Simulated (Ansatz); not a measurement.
## Y under changes of volume

One of the cells (34.024 Å³/atom); the others are scaled copies at fixed shape and fractional positions:

```
CELL_PARAMETERS angstrom
3.64254 0.00000 0.00000
-1.82127 3.15454 0.00000
0.00000 0.00000 11.84413
ATOMIC_POSITIONS crystal
Y 0.66667 0.33333 0.75000
Y 0.00000 0.00000 0.50000
Y 0.33333 0.66667 0.25000
Y 0.00000 0.00000 0.00000
```

- Program: Ansatz 0.2.0
- Functional: PBE
- Potentials or basis: Ansatz PAW
- Cutoff: 420 eV (not typed: the program's choice for these potentials)
- k mesh: 8 × 8 × 3
- Occupations: fermi-dirac, width 0.05 eV
- Spin: no spin polarisation

| volume (Å³/atom) | energy over the lowest point (meV/atom) | pressure (GPa) |
| --- | --- | --- |
| 31.982 | 0.51 | 0.6 |
| 32.663 | 0.00 | -0.2 |
| 33.343 | 2.88 | -1.0 |
| 34.024 | ? | ? |
| 34.704 | 17.71 | -2.3 |
| 35.385 | 29.18 | -2.9 |
| 36.065 | 43.08 | -3.5 |

What does the run at 34.024 Å³/atom give?

Energy over the lowest point 8.86 meV/atom; pressure -1.7 GPa.

Worked out: A Birch-Murnaghan fit of order 3 (a polynomial in V^(-2/3)) to the other rows has its minimum at 32.42 Å³/atom with B0 = V·E''(V) = 39 GPa and B' = 3.0 at fixed shape and positions, which overstates the stiffness. It gives 8.87 meV/atom at 34.024 Å³/atom, against the run's 8.86, and -dE/dV = -1.8 GPa, against -1.7.

Energies are extrapolated to zero smearing.
